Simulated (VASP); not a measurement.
Input of a VASP 6.6.1 run:

The input POSCAR:

```
CaF2                                    
1.0
    0.0000000000      2.7123156406      2.7123156406
    2.7123156406      0.0000000000      2.7123156406
    2.7123156406      2.7123156406      0.0000000000
  Ca              F             
     1     2
Direct
     0.0000000000000000    0.0000000000000000    0.0000000000000000
     0.2500000000000000    0.2500000000000000    0.2500000000000000
     0.7500000000000000    0.7500000000000000    0.7500000000000000
```

INCAR.step1

```
PREC = Accurate
ENCUT = 520
EDIFF = 1E-5
ISMEAR = 0
SIGMA = 0.03
LREAL = F
LASPH = T
NELM = 80
ALGO = Normal
ISIF = 2
LWAVE = T
LCHARG = F
NBANDS = 19
KPAR = 2
GGA = PE
```

The input INCAR.step2:

```
PREC = Accurate
ENCUT = 520
EDIFF = 1E-6
ISMEAR = 0
SIGMA = 0.03
LREAL = F
LASPH = T
NELM = 80
ALGO = Normal
ISIF = 2
LWAVE = F
LCHARG = F
METAGGA = MBJ
NBANDS = 19
KPAR = 2
ISTART = 1
```

Contents of KPOINTS:

```
Automatic mesh
0
Gamma
  8 8 8
```

Contents of KPOINTS_OPT:

```
explicit points
302
Reciprocal
 0.0000000000  0.0000000000  0.0000000000 1
 0.0263157895  0.0000000000  0.0263157895 1
 0.0526315789  0.0000000000  0.0526315789 1
 0.0789473684  0.0000000000  0.0789473684 1
 0.1052631579  0.0000000000  0.1052631579 1
 0.1315789474  0.0000000000  0.1315789474 1
[... 294 lines left out ...]
 0.4892429100  0.0107570900  0.5000000000 1
 0.5107570900 -0.0107570900  0.5000000000 1
```

Potentials or basis: VASP PAW PBE potentials, release 64 (Ca_sv, F).

Launch:

```console
$ cat potpaw_PBE.64/Ca_sv/POTCAR potpaw_PBE.64/F/POTCAR > POTCAR
$ cp INCAR.step1 INCAR
$ mpirun -np 2 vasp_std > vasp.out
$ cp INCAR.step2 INCAR
$ mpirun -np 2 vasp_std > vasp.out
```

(1) What does it give for the band gap on the k mesh?

(2) Predict the band gap along the path.

Answers

(1) 10.33 eV, direct.

(2) 10.33 eV, direct.
